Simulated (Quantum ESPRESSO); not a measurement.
# PbO2 (Fm-3m) in Quantum ESPRESSO: further runs, part 2 of 2

Quantum ESPRESSO 7.5. Earlier steps stand in the parts before.

## 3. Band structure, PBEsol

Input file pw.in:

```
&CONTROL
  calculation = 'scf'
  prefix = 'pwscf'
  outdir = './tmp'
  pseudo_dir = './pseudo'
  tprnfor = .true.
  tstress = .true.
  disk_io = 'low'
/
&SYSTEM
  ibrav = 0
  A = 3.82119373
  nat = 3
  ntyp = 2
  ecutwfc = 92
  nbnd = 25
  occupations = 'smearing'
  smearing = 'fd'
  degauss = 0.00367493
/
&ELECTRONS
  conv_thr = 6d-10
  electron_maxstep = 120
  mixing_beta = 0.5
/
ATOMIC_SPECIES
Pb   207.2000 Pb.upf
O     15.9990 O.upf
CELL_PARAMETERS alat
   0.0000000000    0.7071067815    0.7071067815
   0.7071067815    0.0000000000    0.7071067815
   0.7071067815    0.7071067815    0.0000000000
ATOMIC_POSITIONS alat
Pb     0.0000000000    0.0000000000    0.0000000000
O      1.0606601723    1.0606601723    1.0606601723
O      0.3535533908    0.3535533908    0.3535533908
K_POINTS automatic
9 9 9 0 0 0
```

Input file bands.in:

```
&CONTROL
  calculation = 'bands'
  prefix = 'pwscf'
  outdir = './tmp'
  pseudo_dir = './pseudo'
  disk_io = 'low'
  verbosity = 'high'
/
&SYSTEM
  ibrav = 0
  A = 3.82119373
  nat = 3
  ntyp = 2
  ecutwfc = 92
  nbnd = 25
  occupations = 'smearing'
  smearing = 'fd'
  degauss = 0.00367493
/
&ELECTRONS
  conv_thr = 1d-08
  electron_maxstep = 120
  mixing_beta = 0.5
  diago_full_acc = .true.
  startingwfc = 'random'
/
ATOMIC_SPECIES
Pb   207.2000 Pb.upf
O     15.9990 O.upf
CELL_PARAMETERS alat
   0.0000000000    0.7071067815    0.7071067815
   0.7071067815    0.0000000000    0.7071067815
   0.7071067815    0.7071067815    0.0000000000
ATOMIC_POSITIONS alat
Pb     0.0000000000    0.0000000000    0.0000000000
O      1.0606601723    1.0606601723    1.0606601723
O      0.3535533908    0.3535533908    0.3535533908
K_POINTS crystal
60
 0.0000000000  0.0000000000  0.0000000000 1
 0.0625000000  0.0000000000  0.0625000000 1
 0.1250000000  0.0000000000  0.1250000000 1
 0.1875000000  0.0000000000  0.1875000000 1
 0.2500000000  0.0000000000  0.2500000000 1
 0.3125000000  0.0000000000  0.3125000000 1
 0.3750000000  0.0000000000  0.3750000000 1
 0.4375000000  0.0000000000  0.4375000000 1
 0.5000000000  0.0000000000  0.5000000000 1
 0.5000000000  0.0625000000  0.5625000000 1
 0.5000000000  0.1250000000  0.6250000000 1
 0.5000000000  0.1875000000  0.6875000000 1
 0.5000000000  0.2500000000  0.7500000000 1
 0.4375000000  0.3125000000  0.7500000000 1
 0.3750000000  0.3750000000  0.7500000000 1
 0.3375000000  0.3375000000  0.6750000000 1
 0.3000000000  0.3000000000  0.6000000000 1
 0.2625000000  0.2625000000  0.5250000000 1
 0.2250000000  0.2250000000  0.4500000000 1
 0.1875000000  0.1875000000  0.3750000000 1
 0.1500000000  0.1500000000  0.3000000000 1
 0.1125000000  0.1125000000  0.2250000000 1
 0.0750000000  0.0750000000  0.1500000000 1
 0.0375000000  0.0375000000  0.0750000000 1
 0.0000000000  0.0000000000  0.0000000000 1
 0.0625000000  0.0625000000  0.0625000000 1
 0.1250000000  0.1250000000  0.1250000000 1
 0.1875000000  0.1875000000  0.1875000000 1
 0.2500000000  0.2500000000  0.2500000000 1
 0.3125000000  0.3125000000  0.3125000000 1
 0.3750000000  0.3750000000  0.3750000000 1
 0.4375000000  0.4375000000  0.4375000000 1
 0.5000000000  0.5000000000  0.5000000000 1
 0.5250000000  0.4500000000  0.5250000000 1
 0.5500000000  0.4000000000  0.5500000000 1
 0.5750000000  0.3500000000  0.5750000000 1
 0.6000000000  0.3000000000  0.6000000000 1
 0.6250000000  0.2500000000  0.6250000000 1
 0.5833333333  0.2500000000  0.6666666667 1
 0.5416666667  0.2500000000  0.7083333333 1
 0.5000000000  0.2500000000  0.7500000000 1
 0.5000000000  0.2857142857  0.7142857143 1
 0.5000000000  0.3214285714  0.6785714286 1
 0.5000000000  0.3571428571  0.6428571429 1
 0.5000000000  0.3928571429  0.6071428571 1
 0.5000000000  0.4285714286  0.5714285714 1
 0.5000000000  0.4642857143  0.5357142857 1
 0.5000000000  0.5000000000  0.5000000000 1
 0.4821428571  0.4821428571  0.5357142857 1
 0.4642857143  0.4642857143  0.5714285714 1
 0.4464285714  0.4464285714  0.6071428571 1
 0.4285714286  0.4285714286  0.6428571429 1
 0.4107142857  0.4107142857  0.6785714286 1
 0.3928571429  0.3928571429  0.7142857143 1
 0.3750000000  0.3750000000  0.7500000000 1
 0.6250000000  0.2500000000  0.6250000000 1
 0.5937500000  0.1875000000  0.5937500000 1
 0.5625000000  0.1250000000  0.5625000000 1
 0.5312500000  0.0625000000  0.5312500000 1
 0.5000000000  0.0000000000  0.5000000000 1
```

Potentials or basis: PseudoDojo 0.4 SR PBEsol stringent.

Started as:

```bash
$ OMP_NUM_THREADS=1 mpirun -n 2 pw.x -nk 2 -in pw.in > pw.out
$ OMP_NUM_THREADS=1 mpirun -n 2 pw.x -nk 2 -in bands.in > bands.out
```

Run time: 65 s. Hardware: 2 MPI ranks of Arm Neoverse V2, shared host; peak memory 0.2 GiB.

It converged, with:

| Quantity | Value |
| --- | --- |
| Free energy | -6599.0483 eV |
| Pressure | -6.3 GPa |
| Band gap on the k mesh | none (metal or under the smearing width) |

Levels at the corners of the path, in eV from the Fermi level:
```tsv
point	band 15	band 16	band 17	band 18	band 19	band 20
Γ	-1.97	-1.21	-1.21	-1.21	6.86	6.86
X	-0.24	-0.13	-0.13	1.62	6.10	9.24
W	-2.59	-0.39	0.02	2.20	8.42	8.42
K	-1.30	-0.49	-0.23	2.11	7.46	8.78
Γ	-1.97	-1.21	-1.21	-1.21	6.86	6.86
L	-2.79	-1.42	-1.42	2.56	7.00	9.40
U	-1.30	-0.49	-0.23	2.11	7.46	8.78
W	-2.59	-0.39	0.02	2.20	8.42	8.42
L	-2.79	-1.42	-1.42	2.56	7.00	9.40
K	-1.30	-0.49	-0.23	2.11	7.46	8.78
U	-1.30	-0.49	-0.23	2.11	7.46	8.78
X	-0.24	-0.13	-0.13	1.62	6.10	9.24
```

Caveat: spin-orbit coupling is left out, which moves the levels of the heavy elements.

## 4. Band structure, PBEsol

Edit pw.in of step 3 so:

```diff
@@ -14,4 +14,4 @@
   ntyp = 2
-  ecutwfc = 92
-  nbnd = 25
+  ecutwfc = 84
+  nbnd = 20
   occupations = 'smearing'
```

Edit bands.in of step 3 so:

```diff
@@ -13,4 +13,4 @@
   ntyp = 2
-  ecutwfc = 92
-  nbnd = 25
+  ecutwfc = 84
+  nbnd = 20
   occupations = 'smearing'
```

Potentials or basis: PseudoDojo 0.4.1 SR PBEsol standard.

Started as:

```bash
$ OMP_NUM_THREADS=1 mpirun -n 2 pw.x -nk 2 -in pw.in > pw.out
$ OMP_NUM_THREADS=1 mpirun -n 2 pw.x -nk 2 -in bands.in > bands.out
```

It took 52 s on 2 MPI ranks of Arm Neoverse V2, shared host; peak memory 0.18 GiB.

The run converged. Its results:

```
Free energy            : -2807.1089 eV
Pressure               : -4.8 GPa
Band gap on the k mesh : none (metal or under the smearing width)
```

Levels at the corners of the path, in eV from the Fermi level:
| point | band 10 | band 11 | band 12 | band 13 | band 14 | band 15 | band 16 | band 17 |
| --- | --- | --- | --- | --- | --- | --- | --- | --- |
| Γ | -1.98 | -1.98 | -1.20 | -1.20 | -1.20 | 6.86 | 6.86 | 6.86 |
| X | -4.51 | -0.21 | -0.14 | -0.14 | 1.60 | 6.08 | 9.23 | 10.70 |
| W | -2.59 | -2.59 | -0.36 | 0.02 | 2.19 | 8.41 | 8.41 | 9.02 |
| K | -4.06 | -1.30 | -0.49 | -0.21 | 2.10 | 7.44 | 8.81 | 10.21 |
| Γ | -1.98 | -1.98 | -1.20 | -1.20 | -1.20 | 6.86 | 6.86 | 6.86 |
| L | -2.78 | -2.78 | -1.42 | -1.42 | 2.54 | 7.03 | 9.38 | 9.38 |
| U | -4.06 | -1.30 | -0.49 | -0.21 | 2.10 | 7.44 | 8.81 | 10.21 |
| W | -2.59 | -2.59 | -0.36 | 0.02 | 2.19 | 8.41 | 8.41 | 9.02 |
| L | -2.78 | -2.78 | -1.42 | -1.42 | 2.54 | 7.03 | 9.38 | 9.38 |
| K | -4.06 | -1.30 | -0.49 | -0.21 | 2.10 | 7.44 | 8.81 | 10.21 |
| U | -4.06 | -1.30 | -0.49 | -0.21 | 2.10 | 7.44 | 8.81 | 10.21 |
| X | -4.51 | -0.21 | -0.14 | -0.14 | 1.60 | 6.08 | 9.23 | 10.70 |

Caveat: spin-orbit coupling is left out, which moves the levels of the heavy elements.

## 5. Relaxation of the atoms, PBEsol, 12.12 Å³/atom

Input file pw.in:

```
&CONTROL
  calculation = 'relax'
  prefix = 'pwscf'
  outdir = './tmp'
  pseudo_dir = './pseudo'
  tprnfor = .true.
  tstress = .true.
  disk_io = 'low'
  nstep = 40
  forc_conv_thr = 0.0004
  etot_conv_thr = 1d-05
/
&SYSTEM
  ibrav = 0
  A = 3.74554961
  nat = 3
  ntyp = 2
  ecutwfc = 45
  ecutrho = 360
  nbnd = 20
  occupations = 'smearing'
  smearing = 'fd'
  degauss = 0.00367493
/
&ELECTRONS
  conv_thr = 6d-10
  electron_maxstep = 120
  mixing_beta = 0.5
/
&IONS
  ion_dynamics = 'bfgs'
/
ATOMIC_SPECIES
Pb   207.2000 pb_pbesol_v1.uspp.F.UPF
O     15.9990 o_pbesol_v1.2.uspp.F.UPF
CELL_PARAMETERS alat
   0.0000000000    0.6925318285    0.7213873213
   0.6925318285    0.0000000000    0.7213873213
   0.6925318285    0.6925318285    0.0000000000
ATOMIC_POSITIONS alat
Pb     0.0000000000    0.0000000000    0.0000000000
O      1.0387977427    1.0387977427    1.0820809820
O      0.3462659142    0.3462659142    0.3606936607
K_POINTS automatic
9 9 9 0 0 0
```

Potentials or basis: GBRV 1.5 PBEsol.

Started as:

```bash
$ OMP_NUM_THREADS=1 mpirun -n 2 pw.x -nk 2 -in pw.in > pw.out
```

Wall time 9.6 s (2 MPI ranks of AMD EPYC 9R45 (Zen 5), shared host); peak memory 0.28 GiB.

Results (log left out):

```yaml
Free_energy: -3105.1354 eV
Pressure_after_relaxing: 6.5 GPa
Band_gap_on_the_k_mesh: none (metal or under the smearing width)
```

Caveat: the relaxation stopped at its first step, so nothing moved.

## 6. Relaxation of the atoms, PBEsol, 12.63 Å³/atom

Edit pw.in of step 5 so:

```diff
@@ -14,3 +14,3 @@
   ibrav = 0
-  A = 3.74554961
+  A = 3.78317478
   nat = 3
@@ -36,9 +36,9 @@
 CELL_PARAMETERS alat
-   0.0000000000    0.6925318285    0.7213873213
-   0.6925318285    0.0000000000    0.7213873213
-   0.6925318285    0.6925318285    0.0000000000
+   0.0000000000    0.6999285822    0.7142128390
+   0.6999285822    0.0000000000    0.7142128390
+   0.6999285822    0.6999285822    0.0000000000
 ATOMIC_POSITIONS alat
 Pb     0.0000000000    0.0000000000    0.0000000000
-O      1.0387977427    1.0387977427    1.0820809820
-O      0.3462659142    0.3462659142    0.3606936607
+O      1.0498928733    1.0498928733    1.0713192585
+O      0.3499642911    0.3499642911    0.3571064195
 K_POINTS automatic
```

Potentials or basis: GBRV 1.5 PBEsol.

Started as:

```bash
$ OMP_NUM_THREADS=1 mpirun -n 2 pw.x -nk 2 -in pw.in > pw.out
```

Wall time 10 s (2 MPI ranks of AMD EPYC 9R45 (Zen 5), shared host); peak memory 0.28 GiB.

Results (log left out):

```
Free energy             : -3105.1907 eV
Pressure after relaxing : -0.6 GPa
Band gap on the k mesh  : none (metal or under the smearing width)
```

Caveat: the relaxation stopped at its first step, so nothing moved.

## 7. Summary

```csv
potentials or basis,cutoff (eV),gap on the mesh (eV),pressure (GPa)
GBRV 1.5 PBEsol,612,none,-6.2
PseudoDojo 0.4 SR PBEsol stringent,1252,none,-6.3
PseudoDojo 0.4.1 SR PBEsol standard,1143,none,-4.8
```

Alike in all rows: task band structure; level PBEsol; no spin polarisation; cell as given; k mesh 9 × 9 × 9; smearing fermi-dirac 0.05 eV.

Caveats: spin-orbit coupling is left out, which moves the levels of the heavy elements.

Total energies depend on the potentials used, so only differences within one code and one set of settings carry meaning.
